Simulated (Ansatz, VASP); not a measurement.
## One calculation of Al2O3, two programs

File INCAR:

```
SYSTEM = Al2O3
PREC = Accurate
ENCUT = 900
EDIFF = 1E-6
ISMEAR = -1
SIGMA = 0.05
LREAL = .False.
LASPH = .True.
NELM = 100
ALGO = Fast
ISIF = 2
LWAVE = .False.
LCHARG = .False.
GGA = PE
```

Contents of KPOINTS:

```
regular mesh
0
Gamma
  8 8 3
  0 0 0
```

File POSCAR:

```
Al2O3
1.0
    2.8843249483      0.0000000000      0.0000000000
   -1.4421624742      2.4978986780      0.0000000000
    0.0000000000      0.0000000000      9.3367544600
Al O
2 3
Direct
    0.0000000000      0.0000000000      0.8500076700
    0.0000000000      0.0000000000      0.1499923300
    0.3333333333      0.6666666667      0.7776830800
    0.6666666667      0.3333333333      0.0000000000
    0.3333333333      0.6666666667      0.2223169200
```

KPOINTS_OPT

```
path GMKGALHA,LM,KH
10
line-mode
reciprocal
 0.0000000000  0.0000000000  0.0000000000  G
 0.5000000000  0.0000000000  0.0000000000  M

 0.5000000000  0.0000000000  0.0000000000  M
 0.3333333333  0.3333333333  0.0000000000  K

 0.3333333333  0.3333333333  0.0000000000  K
 0.0000000000  0.0000000000  0.0000000000  G

 0.0000000000  0.0000000000  0.0000000000  G
 0.0000000000  0.0000000000  0.5000000000  A

 0.0000000000  0.0000000000  0.5000000000  A
 0.5000000000  0.0000000000  0.5000000000  L

 0.5000000000  0.0000000000  0.5000000000  L
 0.3333333333  0.3333333333  0.5000000000  H

 0.3333333333  0.3333333333  0.5000000000  H
 0.0000000000  0.0000000000  0.5000000000  A

 0.5000000000  0.0000000000  0.5000000000  L
 0.5000000000  0.0000000000  0.0000000000  M

 0.3333333333  0.3333333333  0.0000000000  K
 0.3333333333  0.3333333333  0.5000000000  H
```

Contents of input.yaml:

```yaml
crystal:
  lattice:
    - [2.8843249483, 0.0, 0.0]
    - [-1.4421624742, 2.497898678, 0.0]
    - [0.0, 0.0, 9.33675446]
  atoms:
    - { symbol: Al, position: [0.0, 0.0, 0.85000767] }
    - { symbol: Al, position: [0.0, 0.0, 0.14999233] }
    - { symbol: O, position: [0.3333333333, 0.6666666667, 0.77768308] }
    - { symbol: O, position: [0.6666666667, 0.3333333333, 0.0] }
    - { symbol: O, position: [0.3333333333, 0.6666666667, 0.22231692] }
hamiltonian:
  xc: pbe
  pseudopotentials: { kind: paw }
kpoints:
  mp_grid: { grid: [8, 8, 3] }
  band_path:
    path:
      - [[0.0, 0.0, 0.0], [0.5, 0.0, 0.0], [0.3333333333, 0.3333333333, 0.0], [0.0, 0.0, 0.0], [0.0, 0.0, 0.5], [0.5, 0.0, 0.5], [0.3333333333, 0.3333333333, 0.5], [0.0, 0.0, 0.5]]
      - [[0.5, 0.0, 0.5], [0.5, 0.0, 0.0]]
      - [[0.3333333333, 0.3333333333, 0.0], [0.3333333333, 0.3333333333, 0.5]]
    npoints: 14
scf:
  occupations: { method: fermi_dirac, width: 0.05 }
  n_extra_bands: 12
output:
  forces: true
  stress: true
  eigenvalues: true
  fatbands: false
  write_density: true
  write_potential: true
  elf: true
  volumetric_format: npy
```

Measurements of this composition are mostly on another form, of space group No. 167.

Alike in both runs: task band structure; functional PBE; k mesh 8 × 8 × 3; occupations fermi-dirac, width 0.05 eV; no spin polarisation.

|  | VASP | Ansatz |
| --- | --- | --- |
| version | VASP 6.6.1 | Ansatz 0.2.0 |
| potentials or method | VASP PAW PBE potentials, release 64 (Al, O) | Ansatz PAW |
| plane-wave cutoff (eV) | 900 | 420 |
| valence electrons in the cell | 24 | 24 |

```csv
,VASP,Ansatz,Ansatz less VASP
gap on the k mesh at the Fermi level (eV),4.78,4.80,+0.017
least direct gap on the mesh (eV),5.01,5.03,+0.015
gap along the band path (eV),4.77,4.79,+0.019
pressure (GPa),0.1,0.1,-0.07
largest component of the traceless stress (GPa),0.15,0.04,-0.108
rms of the force components (eV/Å),0.002,0.022,+0.0197
```

Atom by atom the forces differ by 0.020 eV/Å (rms over components).

Caveats: the pressure holds a Pulay correction of +0.5 GPa for the finite cutoff (Ansatz).
